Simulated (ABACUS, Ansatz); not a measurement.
This is a calculation of Fe for Ansatz 0.2.0. The given cell was strained at random by a few per cent at fixed volume. 

Contents of input.yaml:

```yaml
crystal:
  lattice:
    - [-1.481533, 1.434238, 1.459009]
    - [1.467527, -1.430964, 1.441729]
    - [1.453538, 1.402968, -1.455735]
  atoms:
    - { symbol: Fe, position: [-0.012786, -0.006947, -0.014685], spin: 3.0 }
kpoints:
  mp_grid: { grid: [13, 13, 13] }
scf:
  occupations: { method: fermi_dirac, width: 0.05 }
hamiltonian:
  xc: pbesol
  pseudopotentials: { kind: all_electron, lapw: { basis_error: 0.001 } }
magnetization:
  spin_polarized: true
output:
  forces: true
  stress: true
  eigenvalues: true
  populations: true
```

Potentials or basis: all-electron LAPW, scalar-relativistic.

Launch:

```sh
$ ansatz run input.yaml --threads 2 --pin off --max-ram 6144MiB --backend cpu --events-out ev --progress --plain --runs-dir out
```

Q: Set up the same calculation for ABACUS 3.10.1. Potentials or basis there: PseudoDojo NC SR 0.4.1 PBEsol standard, plane waves, cutoff 1225 eV.

A: As run (cutoffs and basis follow the program's own potentials, and thresholds, step limits or extra output files can differ):

Contents of INPUT:

```
INPUT_PARAMETERS
suffix              Fe
calculation         scf
basis_type          pw
pseudo_dir          ./
symmetry            1
dft_functional      pbesol
ecutwfc             90
pseudo_rcut         7
nspin               2
nbands              14
ks_solver           dav
smearing_method     fd
smearing_sigma      0.00367493
scf_thr             1e-08
scf_nmax            100
mixing_type         broyden
mixing_beta         0.4
cal_force           1
cal_stress          1
kpar                4
```

Contents of STRU:

```
ATOMIC_SPECIES
Fe 55.8450 Fe.upf

LATTICE_CONSTANT
1.8897261246

LATTICE_VECTORS
-1.4815330000 1.4342380000 1.4590090000
1.4675270000 -1.4309640000 1.4417290000
1.4535380000 1.4029680000 -1.4557350000

ATOMIC_POSITIONS
Direct

Fe
0.0
1
-0.0127860000 -0.0069470000 -0.0146850000 1 1 1 mag 3
```

The input KPT:

```
K_POINTS
0
Gamma
13 13 13 0 0 0
```

Potentials or basis: PseudoDojo NC SR 0.4.1 PBEsol standard, plane waves.

The run is started by

```bash
$ OMP_NUM_THREADS=1 mpirun -np 4 abacus > log
```

Both were run:

|  | Ansatz | ABACUS |
| --- | --- | --- |
| Pressure | -17.9 GPa | -15.2 GPa |
| Net moment | 2.26 μB per cell | 2.40 μB per cell |
| Absolute moment | 2.37 μB per cell | 2.53 μB per cell |

Where Ansatz's input types no cutoff or centring, it takes its own default and a Γ-centred mesh.

The magnetic state is the one that the start led to; the real crystal's order can differ.

The cell lies far from this level's equilibrium.

Pressure is positive in compression.
